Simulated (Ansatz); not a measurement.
# Preparing Al2O3 (R-3c) as a host crystal

Before any defect goes in: Al2O3 (R-3c) at rest, and how it screens a charge.

Method: plane-wave PAW DFT, PBEsol; relaxation of the host's cell and atoms, in the first sound run; inputs show where later runs differ, in Ansatz 0.2.0.

This is a report of a sequence of runs, with most program output left out.

## (1) Starting point

Symmetry: R-3c, No. 167, trigonal system. The conventional cell has a = 4.805 Å, b = 4.805 Å, c = 13.116 Å, α = 90.00°, β = 90.00°, γ = 120.00°. Al has 6 O at 1.87 to 1.99 Å nearest. Nearest to O lie 4 Al at 1.87 to 1.99 Å. Farther neighbours and most contacts between anions are not listed.

## (2) Host cell relaxation

Lattice and positions are set free, within the symmetry that the program keeps.

File cell/input.yaml:

```yaml
crystal:
  lattice:
    - [2.4025136, 1.3870919, 4.3720844]
    - [-2.4025136, 1.3870919, 4.3720844]
    - [0.0, -2.7741838, 4.3720844]
  atoms:
    - { symbol: Al, position: [0.647904, 0.647904, 0.647904] }
    - { symbol: Al, position: [0.852096, 0.852096, 0.852096] }
    - { symbol: Al, position: [0.147904, 0.147904, 0.147904] }
    - { symbol: Al, position: [0.352096, 0.352096, 0.352096] }
    - { symbol: O, position: [0.4438545, 0.0561455, 0.75] }
    - { symbol: O, position: [0.9438545, 0.25, 0.5561455] }
    - { symbol: O, position: [0.0561455, 0.75, 0.4438545] }
    - { symbol: O, position: [0.75, 0.4438545, 0.0561455] }
    - { symbol: O, position: [0.25, 0.5561455, 0.9438545] }
    - { symbol: O, position: [0.5561455, 0.9438545, 0.25] }
basis:
  ecutwfc: 420
  xc_grid: 2
hamiltonian:
  xc: pbesol
kpoints:
  mp_grid: { grid: [7, 7, 7] }
scf:
  occupations: { method: fixed }
  max_iter: 100
relax:
  f_tol: 0.005
  max_steps: 60
  cell: {}
output:
  forces: true
  stress: true
checkpoint:
  write: "../cell.run"
  compress: false
  write_wavefunctions: false
  write_every: 100000
```

Command:

```console
ansatz run input.yaml --threads 8 --pin off --max-ram 22609MiB --backend cpu --events-out ev --progress --plain --runs-dir out
```

The job ended after 22 s (8 threads of Arm Neoverse V2, shared host; peak memory 0.51 GiB).

The steps of the relaxation:

| step | energy less that of the first step (eV) | largest force component (eV/Å) | pressure (GPa) | volume (Å³) |
| --- | --- | --- | --- | --- |
| 1 | 0.0000 | 0.0497 | -4.85 | 87.42 |
| 2 | -0.0235 | 0.0282 | -2.66 | 86.62 |
| 3 | -0.0368 | 0.0301 | 0.05 | 85.68 |
| 4 | -0.0368 | 0.0153 | 0.01 | 85.69 |
| 5 | -0.0368 | 0.0049 | -0.01 | 85.69 |
| 6 | -0.0279 | 0.0046 | -0.20 | 85.69 |
| 7 | -0.0284 | 0.0000 | 0.00 | 85.62 |
| 8* | -0.0279 | 0.0000 | -0.01 | 85.62 |

Relaxation steps marked * repeat the geometry before them on a plane-wave basis chosen anew for their cell, so energy and pressure can jump there. The log counts 2 steps on a newly chosen plane-wave basis, not all of them marked here; energy and pressure can jump at such steps.

Forces are held to the 12 operations that the run works with; a distortion that breaks them can't arise in this run.

| conventional cell, symmetrised | before | after | change |
| --- | --- | --- | --- |
| a (Å) | 4.805 | 4.774 | -0.6 % |
| b (Å) | 4.805 | 4.774 | -0.6 % |
| c (Å) | 13.116 | 13.015 | -0.8 % |
| volume (Å³/atom) | 8.74 | 8.56 | -2.1 % |

This step gave:

```yaml
pressure: -0.008519 GPa
```

The relaxation ends with a largest force component of 4.1e-5 eV/Å and a pressure of -0.01 GPa.

## (3) Dielectric tensors of the host

The response to a uniform electric field gives the electronic dielectric tensor.

This step: plane-wave PAW DFPT, PBEsol; dielectric tensors, Born charges and zone-centre modes of the host (Ansatz 0.2.0).

File eps/input.yaml:

```yaml
crystal:
  lattice:
    - [2.3869337137, 1.3780968221, 4.3382690299]
    - [-2.3869337137, 1.3780968221, 4.3382690299]
    - [0.0, -2.7561936443, 4.3382690299]
  atoms:
    - { symbol: Al, position: [0.6479208861, 0.6479208861, 0.6479208861] }
    - { symbol: Al, position: [0.8520791139, 0.8520791139, 0.8520791139] }
    - { symbol: Al, position: [0.1479208861, 0.1479208861, 0.1479208861] }
    - { symbol: Al, position: [0.3520791139, 0.3520791139, 0.3520791139] }
    - { symbol: O, position: [0.4441402346, 0.0558597654, 0.75] }
    - { symbol: O, position: [0.9441402346, 0.25, 0.5558597654] }
    - { symbol: O, position: [0.0558597654, 0.75, 0.4441402346] }
    - { symbol: O, position: [0.75, 0.4441402346, 0.0558597654] }
    - { symbol: O, position: [0.25, 0.5558597654, 0.9441402346] }
    - { symbol: O, position: [0.5558597654, 0.9441402346, 0.25] }
basis:
  ecutwfc: 420
hamiltonian:
  xc: pbesol
kpoints:
  mp_grid: { grid: [6, 6, 6] }
scf:
  occupations: { method: fixed }
  max_iter: 100
phonons:
  method: dfpt
  dielectric: true
  rigid_motions: translations
```

Wall time 82 s (8 threads); peak memory 1.5 GiB; 6.1 min of CPU time.

Electronic dielectric tensor:

```
3.30 0.00 0.00
0.00 3.30 0.00
0.00 0.00 3.26
```

Static dielectric tensor:

```
 9.72  0.00  0.00
 0.00  9.72  0.00
 0.00  0.00 11.81
```

The principal values of the electronic dielectric tensor are 3.26, 3.30 and 3.30. The principal values of the static dielectric tensor are 9.72, 9.72 and 11.81.

## (4) Primitive cell on a dense mesh

A dense mesh gives the host's converged energy, against which the supercell's sampling is tested.

This step: plane-wave PAW DFT, PBEsol; single point of the host's primitive cell on a dense mesh (Ansatz 0.2.0).

dense/input.yaml, as its differences from eps/input.yaml of step 3:

```diff
@@ -18,2 +18,3 @@
   ecutwfc: 420
+  xc_grid: 2
 hamiltonian:
@@ -21,9 +22,5 @@
 kpoints:
-  mp_grid: { grid: [6, 6, 6] }
+  mp_grid: { grid: [7, 7, 7] }
 scf:
-  occupations: { method: fixed }
-  max_iter: 100
-phonons:
-  method: dfpt
-  dielectric: true
-  rigid_motions: translations
+  occupations: { method: fermi_dirac, width: 0.01 }
+  max_iter: 80
```

It took 1.1 s on 8 threads; peak memory 0.47 GiB; 6.2 s of CPU time.

## (5) Self-consistent run

This step: plane-wave PAW DFT, PBEsol; single point of the defect-free supercell, a test of its k-points (Ansatz 0.2.0).

System of this step: Al2O3 (R-3c). The cell holds 80 atoms: 32 Al and 48 O. Cell: a = 10.280 Å, b = 10.280 Å, c = 10.280 Å, α = 55.3°, β = 55.3°, γ = 55.3°.

File pristine.sampling/input.yaml:

```yaml
crystal:
  lattice:
    - [4.7738674274, 2.7561936443, 8.6765380597]
    - [-4.7738674274, 2.7561936443, 8.6765380597]
    - [0.0, -5.5123872885, 8.6765380597]
  atoms:
    - { symbol: Al, position: [0.323960443, 0.323960443, 0.323960443] }
    - { symbol: Al, position: [0.426039557, 0.426039557, 0.426039557] }
    - { symbol: Al, position: [0.073960443, 0.073960443, 0.073960443] }
    - { symbol: Al, position: [0.176039557, 0.176039557, 0.176039557] }
    - { symbol: O, position: [0.2220701173, 0.0279298827, 0.375] }
    - { symbol: O, position: [0.4720701173, 0.125, 0.2779298827] }
    - { symbol: O, position: [0.0279298827, 0.375, 0.2220701173] }
    - { symbol: O, position: [0.375, 0.2220701173, 0.0279298827] }
[... 68 atom lines left out ...]
    - { symbol: O, position: [0.5279298827, 0.875, 0.7220701173] }
    - { symbol: O, position: [0.875, 0.7220701173, 0.5279298827] }
    - { symbol: O, position: [0.625, 0.7779298827, 0.9720701173] }
    - { symbol: O, position: [0.7779298827, 0.9720701173, 0.625] }
basis:
  ecutwfc: 420
  xc_grid: 2
hamiltonian:
  xc: pbesol
kpoints:
  mp_grid: { grid: [1, 1, 1], shift: [0.25, 0.25, 0.25] }
scf:
  occupations: { method: fermi_dirac, width: 0.01 }
  max_iter: 80
```

It took 4.1 s on 8 threads; peak memory 1.4 GiB.

Numbers from this step:

```
energy over dense mesh : 0.003985 eV/atom
```

## (6) Defect free supercell relaxed from its symmetric sites

This cell, the one that will hold the defects, is built from the relaxed host. Its coarser k-points can move the atoms a little, so it is relaxed from the symmetric sites, as the reference for the test of stability.

This step: plane-wave PAW DFT, PBEsol; relaxation of the defect-free supercell from its symmetric sites (Ansatz 0.2.0).

pristine.symmetric/input.yaml, as its differences from pristine.sampling/input.yaml of step 5:

```diff
@@ -96 +96,12 @@
   max_iter: 80
+output:
+  forces: true
+relax:
+  f_tol: 0.01
+  max_steps: 60
+  escape_saddle: false
+checkpoint:
+  write: "../pristine.symmetric.run"
+  compress: false
+  write_wavefunctions: false
+  write_every: 100000
```

Wall time 7.8 s (8 threads); peak memory 1.4 GiB; 39 s of CPU time.

No atom moved by 0.005 Å in the relaxation.

## (7) Defect free supercell relaxed from displaced atoms

This step: plane-wave PAW DFT, PBEsol; relaxation of the defect-free supercell from random displacements, a test of the host's stability (Ansatz 0.2.0).

pristine.rattled/input.yaml, as its differences from pristine.symmetric/input.yaml of step 6:

```diff
@@ -100,6 +100,6 @@
   f_tol: 0.01
-  max_steps: 60
-  escape_saddle: false
+  max_steps: 120
+  random_displacement: { amplitude: 0.08, seed: 3427 }
 checkpoint:
-  write: "../pristine.symmetric.run"
+  write: "../pristine.rattled.run"
   compress: false
```

It took 22 s on 8 threads; peak memory 1.3 GiB; 2.3 min of CPU time.

Relaxation path:

| step | energy less that of the first step (eV) | largest force component (eV/Å) |
| --- | --- | --- |
| 1 | 0.0000 | 2.5330 |
| 2 | -3.0378 | 1.4613 |
| 3 | -4.6661 | 0.0260 |
| 4 | -4.6661 | 0.0263 |
| 5 | -4.6668 | 0.0007 |

The relaxation ends 58 meV an atom lower than the displaced start, with a largest force component of 6.9e-4 eV/Å.

## (8) Summary of results

- primitive cell vectors, lengths: 5.140, 5.140, 5.140 Å
- electronic dielectric constant: principal values (3.26, 3.30, 3.30)
- static dielectric constant: principal values (9.72, 9.72, 11.81)
- gap on the k-mesh of the response run (PBEsol): 6.03 eV
- supercell relaxed in its symmetry less the displaced and relaxed one: 0.000 eV
- energy an atom at one point at (¼, ¼, ¼) less that on the dense mesh: 0.004 eV

Step 7: The energy fell by 4.667 eV from the randomly displaced start; the atoms end within 0.005 Å of the sites as typed, once the mean shift is taken out. The displaced cell ends within 0.01 eV of the symmetric one relaxed in its symmetry, so no lower structure shows in this supercell. The k-mesh can miss the band edges, so this gap is an upper bound at this level. All at zero temperature.

[Logs are printed without paths, hosts, clocks, repeated set-up lines and the standing remarks that a program may print on its own settings, such as how far it seeks lower states.]

[Hosts, paths, dates, database ids (printed as entryN), source tags and the programs' standing remarks are cut or masked in the printed files.]

[Runs of the host that timed out are not shown.]

[For some hosts the program warned that the k-mesh of the response run may be too coarse for force constants and the static dielectric constant; such warnings are not always shown.]
